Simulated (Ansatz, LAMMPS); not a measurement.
# Amorphous TiO2 at 3.55 g/cm^3 (84 atoms): geometry optimisation, part 2 of 2

How does amorphous TiO2 at 3.55 g/cm^3 (84 atoms) relax, and what do bonds, charges and levels look like afterwards?

Ansatz 0.2.0; Kohn-Sham DFT, PBE, PAW (set soft_2), plane waves.

The cell: 28 Ti and 56 O. The quench rate of 50 K/ps is many orders above laboratory rates. The starting topology of bonds comes from the classical model. Only the Γ point is sampled in the main run, in a cell whose shortest periodic width is 10 Å.

So far. Step 4 (Relaxation): The relaxation changed the energy by -49.7 meV/atom, and atoms moved by 0.27 Å r.m.s., 0.73 Å at most. Step 7 (K-mesh 2×2×2): Forces differ from those of the single point at the relaxed geometry by 14 meV/Å r.m.s.; the energy by -0.62 meV/atom and the gap by -0.015 eV. It took 3.7 min and 12 cycles; the reference's time can't be set against it, since the two runs asked for unlike analyses.

## (8) Functional HSE06

HSE06 mixes in a quarter of exact exchange at short range, which counters self-interaction, at a higher cost.

This step: Kohn-Sham DFT, HSE06, PAW (set soft_2), plane waves (Ansatz 0.2.0).

Input file input.yaml:

```yaml
crystal:
  lattice:
    - [10.1511, 0.0, 0.0]
    - [0.0, 10.1511, 0.0]
    - [0.0, 0.0, 10.1511]
  atoms:
    [... the 84 atom lines of step 6 ...]
kpoints:
  mp_grid: { grid: [1, 1, 1] }
hamiltonian:
  xc: hse06
scf:
  occupations: { method: fermi_dirac, width: 0.025 }
output:
  forces: true
  stress: true
  populations: true
  dos:
    method: { smearing: { sigma: 0.08 } }
    de: 0.05
    projected: { site_lists: { O: [O], Ti: [Ti] } }
  eigenvalues: true
```

The run is started by

```
ansatz run input.yaml --threads 4 --pin off --max-ram 8192MiB --backend cpu --events-out ev --progress --plain --runs-dir out
```

Elapsed: 7.4 min, on 4 threads of Arm Neoverse V1, shared host; peak memory 3.7 GiB; 28 min of CPU time.

The program notes that the exchange threshold is loose for the stress and the SCF threshold is loose for the stress.

Geometry and reference: those of the single point at the relaxed geometry.

Forces differ from those of the single point at the relaxed geometry by 190 meV/Å r.m.s.; the pressure by -6.3 GPa and the gap by +1.5 eV. It took 7.4 min and 27 cycles; the reference's time can't be set against it, since the two runs asked for unlike analyses.

Numbers from this run:

```
free energy                                      : -101851.4715 eV
free energy per atom                             : -1212.5175 eV/atom
SCF cycles                                       : 27
pressure                                         : -5.168 GPa
r.m.s. force component                           : 0.1903 eV/Å
longest force                                    : 0.7033 eV/Å
Fermi energy                                     : 7.466 eV
gap (highest filled to lowest empty level) : 4.072 eV
spilling of the projection                       : 0.004051
```

Length of the force by element and coordination:

```
element  coordination  atoms  mean length of the force (eV/Å)  spread   least   most
      O           all     56                            0.302   0.141   0.062  0.703
      O             2     26                            0.339   0.139   0.112  0.703
      O             3     29                            0.270   0.137   0.062  0.671
      O             4      1                            0.262       0   0.262  0.262
     Ti           all     28                            0.302   0.113  0.0981  0.501
     Ti             4      6                            0.260   0.115  0.0981  0.413
     Ti             5     13                            0.317   0.096   0.184  0.489
     Ti             6      9                            0.307   0.128   0.136  0.501
```

Löwdin charges by element and coordination (they lack the spilled electrons, 0.032 e an atom on average):

```
element  coordination  atoms  mean charge (e)  spread   least    most
      O           all     56           -0.706  0.0473  -0.798  -0.603
      O             2     26           -0.667  0.0332  -0.733  -0.603
      O             3     29           -0.738  0.0252  -0.786  -0.668
      O             4      1           -0.798       0  -0.798  -0.798
     Ti           all     28             1.51  0.0233    1.46    1.56
     Ti             4      6             1.49  0.0224    1.46    1.52
     Ti             5     13             1.51  0.0214    1.49    1.56
     Ti             6      9             1.52  0.0191    1.48    1.54
```

Density of states as counts of states in windows of 1 eV (from the Fermi level), total and the larger projections:

```
from (eV)  to (eV)  total   O p  Ti d
      -14       -8    0.0   0.0   0.0
       -8       -7    9.8   7.1   2.0
       -7       -6   74.5  53.4  17.8
       -6       -5   75.0  57.0  14.9
       -5       -4   65.0  53.4   9.3
       -4       -3   73.7  65.3   6.6
       -3       -2   37.4  34.8   2.0
       -2       -1    0.6   0.6   0.0
       -1        1    0.0   0.0   0.0
        1        2    0.6   0.0   0.5
        2        3   67.3   5.2  59.7
        3        4   66.1   9.6  52.5
```

Between -26 and -14 eV lie 112 more states.

The stored curve holds about 448 of the 672 electrons; the rest, give or take the few that broadening carries across the Fermi level, lie in deeper levels below its range.

The levels nearest the highest filled one (over half full), pooled over k-points and spins:

```
level less the highest filled one (eV)  occupation
                                -0.474           2
                                -0.453           2
                                -0.415           2
                                -0.267           2
                                -0.187           2
                                     0           2
                                  4.07           0
                                  4.13           0
                                  4.17           0
                                  4.23           0
                                  4.24           0
                                  4.28           0
```

## (9) Functional r2SCAN (500 eV)

The meta-GGA r2SCAN uses the kinetic energy density as well as the density and its gradient. Besides, the cutoff goes from 420 to 500 eV.

This step: Kohn-Sham DFT, r2SCAN, PAW (set soft_2), plane waves (Ansatz 0.2.0).

input.yaml: that of step 8 with these lines changed.

```diff
@@ -10,3 +10,3 @@
 hamiltonian:
-  xc: hse06
+  xc: r2scan
 scf:
```

It took 52 s on 4 threads; peak memory 2.9 GiB.

Geometry and reference: those of the single point at the relaxed geometry.

Forces differ from those of the single point at the relaxed geometry by 62 meV/Å r.m.s.; the pressure by -4.2 GPa and the gap by +0.32 eV. It took 52 s and 12 cycles; the reference's time can't be set against it, since the two runs asked for unlike analyses.

## (10) Functional PBEsol

PBEsol restores the gradient expansion of exchange for slowly varying densities and usually gives shorter bonds in solids than PBE.

This step: Kohn-Sham DFT, PBEsol, PAW (set soft_2), plane waves (Ansatz 0.2.0).

input.yaml: that of step 9 with these lines changed.

```diff
@@ -10,3 +10,3 @@
 hamiltonian:
-  xc: r2scan
+  xc: pbesol
 scf:
```

It took 24 s on 4 threads; peak memory 1.5 GiB; 92 s of CPU time.

Geometry and reference: those of the single point at the relaxed geometry.

Forces differ from those of the single point at the relaxed geometry by 69 meV/Å r.m.s.; the pressure by -5.3 GPa and the gap by -0.024 eV.

## (11) All settings compared

Each row is set against the single point at the relaxed geometry (Kohn-Sham DFT, PBE, PAW (set soft_2), plane waves; r.m.s. force component 0.00651 eV/Å). Energies are set beside the reference only for runs with its functional, potentials and electron count. Times are for 4 threads of Arm Neoverse V1, shared host. The reference's time includes grids, which some other runs skip.

```
                       run  Δ force, r.m.s. (meV/Å)  Δ energy (meV/atom)  Δ pressure (GPa)  Δ gap (eV)  cycles     time  host memory (GiB)
                 reference                        -                    -                 -           -      12     26 s                1.5
              k-mesh 2×2×2                     13.6               -0.616           -0.0041     -0.0148      12  3.7 min                5.6
          functional HSE06                      190                    -             -6.34        1.48      27  7.4 min                3.7
functional r2SCAN (500 eV)                     61.6                    -             -4.22       0.324      12     52 s                2.9
         functional PBEsol                     69.5                    -             -5.25     -0.0242      13     24 s                1.5
```

## (12) Summary of results

```json
{
  "energy change in the relaxation": "-49.75 meV/atom",
  "r.m.s. displacement": "0.274 Å",
  "largest displacement": "0.726 Å",
  "free energy per atom": "-1212.8013 eV/atom",
  "pressure": "1.171 GPa",
  "r.m.s. force component": "0.00651 eV/Å",
  "gap (highest filled to lowest empty level)": "2.592 eV",
  "wall time of the 7 DFT runs": "16 min"
}
```

In words: Relaxation lowers the energy by 49.7 meV/atom and moves atoms by 0.27 Å r.m.s.; the r.m.s. force component goes from 0.66 to 0.0065 eV/Å. By the final cutoffs 3 of 136 bonded pairs parted and 10 joined. First to last step the energy falls by 4.179 eV; the largest move, 0.73 Å, is that of O77. The O-Ti bonds go from 1.918 Å (spread 0.220) to 1.946 Å (spread 0.167), and their number from 136 to 143. Counting bonds as in the table, 52 % of O atoms have 3 and 46 % of Ti atoms have 5 bonded neighbours. Between filled and empty levels lie 2.59 eV (at Γ alone); a semilocal functional tends to put such gaps too low. In a disordered cell it changes from sample to sample, and tail or defect levels can set it.

Among the changes of functional, dispersion, potentials or spin set against this reference, functional HSE06 moves the forces most, by 190 meV/Å r.m.s. The gap changes by +1.48 eV with HSE06.

**Limits.** The starting topology of bonds comes from the classical model; in DFT 3 of its 136 bonded pairs passed out of the cutoffs and 10 came within them. The stress is far from hydrostatic: its diagonal is -0.7, 2.6, 1.7 GPa, compression counted positive.

[Logs are printed without paths, hosts, clocks, repeated set-up lines and the standing remarks that a program may print on its own settings, such as how far it seeks lower states.]

[Hosts, paths, dates, database ids (printed as entryN), source tags and the programs' standing remarks are cut or masked in the printed files.]
